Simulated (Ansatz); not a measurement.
The system is Bi.

```
Bi
1.0
     3.48860   -3.13258    0.00000
     3.48860    3.13258    0.00000
    -1.26023    0.00000    3.11355
Bi
2
Direct
  0.75306 0.75306 0.85738
  0.24694 0.24694 0.14262
```

This isn't the form of Bi at room conditions, which is rhombohedral.

Base run:

* Program: Ansatz 0.2.0
* Functional: r2SCAN
* Potentials or basis: Ansatz PAW
* Cutoff: 500 eV (not typed: the program's choice for these potentials)
* k mesh: 6 × 6 × 9
* Occupations: fermi-dirac, width 0.05 eV
* Spin: spin-orbit coupling, no magnetisation

Its results: band gap on the k mesh none (metal or under the smearing width); pressure 0.3 GPa; largest force 0.109 eV/Å.

Question: The run is repeated on the same cell with these changes: spin from spin-orbit coupling, no magnetisation to no spin polarisation; potential files from those of the base run to others of the same set. What comes out?

Answer: Band gap on the k mesh none (metal or under the smearing width); pressure -0.8 GPa; largest force 0.147 eV/Å.

Caveats: the PAW data sets come from PBE, with cores solved anew for the run's functional, which leaves a small shift of forces and pressure; spin-orbit coupling is left out, which moves the levels of the heavy elements (some runs).
